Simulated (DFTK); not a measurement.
The system is Cs.

```
CELL_PARAMETERS angstrom
-3.12847 3.12847 3.12847
3.12847 -3.12847 3.12847
3.12847 3.12847 -3.12847
ATOMIC_POSITIONS crystal
Cs 0.00000 0.00000 0.00000
```

| Item | Value |
| --- | --- |
| Program | DFTK 0.8.2 |
| Task | single point |
| Functional | PBE |
| Potentials or basis | dojo.nc.sr.pbe.v0_4_1.standard.upf (PBE) |
| Cutoff | 789 eV |
| k mesh | 6 × 6 × 6 |
| Occupations | fermi-dirac, width 0.05 eV |
| Spin | no spin polarisation |

On this cell: pressure -0.1 GPa; band gap on the k mesh none (metal or under the smearing width).

The same run follows on a disturbed copy (cell strained at random at fixed volume):

```
Cs
1.0
    -3.26995    3.20716    3.27462
     3.13948   -3.06094    2.99793
     3.18433    2.97532   -3.12840
Cs
1
Direct
  0.99977 0.00612 0.00319
```

Question: What changes?

Answer: The energy (extrapolated to zero smearing) moves by -0.8 meV/atom; pressure -0.1 GPa; band gap on the k mesh none (metal or under the smearing width).
